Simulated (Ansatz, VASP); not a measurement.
MgS: VASP beside Ansatz

Contents of INCAR:

```
ALGO = Normal
EDIFF = 1E-7
ENCUT = 520
GGA = PS
ISIF = 2
ISMEAR = -1
LASPH = True
LCHARG = False
LREAL = False
LWAVE = False
NBANDS = 11
NELM = 100
PREC = Accurate
SIGMA = 0.05
```

The input KPOINTS:

```
k-points
0
Gamma
  8 8 8
```

The input POSCAR:

```
MgS
1.0
    0.0000000000      2.8141052454      2.8141052454
    2.8141052454      0.0000000000      2.8141052454
    2.8141052454      2.8141052454      0.0000000000
S Mg
1 1
Direct
    0.2500000000      0.2500000000      0.2500000000
    0.0000000000      0.0000000000      0.0000000000
```

File input.yaml:

```yaml
crystal:
  lattice:
    - [0.0, 2.8141052454, 2.8141052454]
    - [2.8141052454, 0.0, 2.8141052454]
    - [2.8141052454, 2.8141052454, 0.0]
  atoms:
    - { symbol: S, position: [0.25, 0.25, 0.25] }
    - { symbol: Mg, position: [0.0, 0.0, 0.0] }
hamiltonian:
  xc: pbesol
  pseudopotentials: { kind: paw }
kpoints:
  mp_grid: { grid: [8, 8, 8] }
scf:
  occupations: { method: fermi_dirac, width: 0.05 }
output:
  forces: true
  stress: true
  eigenvalues: true
```

Change from the starting cell: volume scaled by 0.98.

Alike in both runs: task single point; functional PBEsol; k mesh 8 × 8 × 8; occupations fermi-dirac, width 0.05 eV; no spin polarisation.

```csv
,VASP,Ansatz
version,VASP 6.6.1,Ansatz 0.2.0
potentials or method,"VASP PAW PBE potentials, release 64 (S, Mg)",Ansatz PAW
plane-wave cutoff (eV),520,420
valence electrons in the cell,8,16
```

```tsv
	VASP	Ansatz	Ansatz less VASP
gap on the k mesh at the Fermi level (eV)	3.38	3.38	-0.003
least direct gap on the mesh (eV)	3.38	3.38	-0.003
pressure (GPa)	0.7	0.7	+0.08
```

The functional is the same, so the differences come from potentials, cutoffs and numerics. The two sets of potentials don't hold the same shells in valence.

Caveats: the PAW data sets were made with another functional, which shifts forces and pressure a little (VASP); the PAW data sets come from PBE, with cores solved anew for the run's functional, which leaves a small shift of forces and pressure (Ansatz). A k mesh can miss the band edges.
